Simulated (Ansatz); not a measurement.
Set up this calculation in Ansatz 0.2.0, as the native input.

| Quantity | Value |
| --- | --- |
| Task | band structure |
| Functional | PBEsol |
| Potentials or basis | all-electron LAPW, non-relativistic |
| Cutoff | 418 eV (chosen from the basis error) |
| Basis error allowed | 0.002 eV/atom |
| k mesh | 11 × 11 × 11 |
| Occupations | fermi-dirac, width 0.05 eV |
| Spin | collinear spin, ferromagnetic start |
| Starting moments | [4.0, 0.0, 0.0] μB |

The system is MnO2.

```
CELL_PARAMETERS angstrom
1.42843 0.82471 4.58393
-1.42843 0.82471 4.58393
0.00000 -1.64941 4.58393
ATOMIC_POSITIONS crystal
Mn 0.00000 0.00000 0.00000
O 0.73564 0.73564 0.73564
O 0.26436 0.26436 0.26436
```

Measurements of this composition are mostly on another form, of space group No. 136.

These files were run (other wordings do the same):

input.yaml

```yaml
crystal:
  lattice:
    - [1.4284348394, 0.824707239, 4.5839315268]
    - [-1.4284348394, 0.824707239, 4.5839315268]
    - [0.0, -1.6494144781, 4.5839315268]
  atoms:
    - { symbol: Mn, position: [0.0, 0.0, 0.0], spin: 4.0 }
    - { symbol: O, position: [0.73563551, 0.73563551, 0.73563551] }
    - { symbol: O, position: [0.26436449, 0.26436449, 0.26436449] }
kpoints:
  mp_grid: { grid: [11, 11, 11] }
  band_path:
    path:
      - [0.0, 0.0, 0.0]
      - [0.5, 0.0, 0.0]
      - [0.5, 0.1882457062, -0.1882457062]
    npoints: 12
scf:
  occupations: { method: fermi_dirac, width: 0.05 }
hamiltonian:
  xc: pbesol
  pseudopotentials:
    kind: all_electron
    lapw: { basis_error: 0.002 }
    relativity: none
magnetization:
  spin_polarized: true
output:
  forces: true
  stress: true
  eigenvalues: true
```

Potentials or basis: all-electron LAPW, non-relativistic.

Run with:

```bash
$ ansatz run input.yaml --threads 4 --pin off --max-ram 12288MiB --backend cpu --events-out ev --progress --plain --runs-dir out
```

Results of the run:

The pressure is -0.8 GPa, the largest force is 0.068 eV/Å and the band gap on the k mesh is 0.75 eV, indirect (least direct gap 0.80 eV). The band gap along the path is 1.03 eV, indirect (least direct gap 1.05 eV) and the net moment is 3.00 μB per cell. The absolute moment is 3.03 μB per cell and the site moments are Mn +2.72; O +0.05 μB.

Caveat: a cell with one magnetic atom can't hold antiferromagnetic order, which such compounds often take.

Run time: 29 s on 4 threads of Arm Neoverse V1 (shared host), peak memory 0.93 GiB.
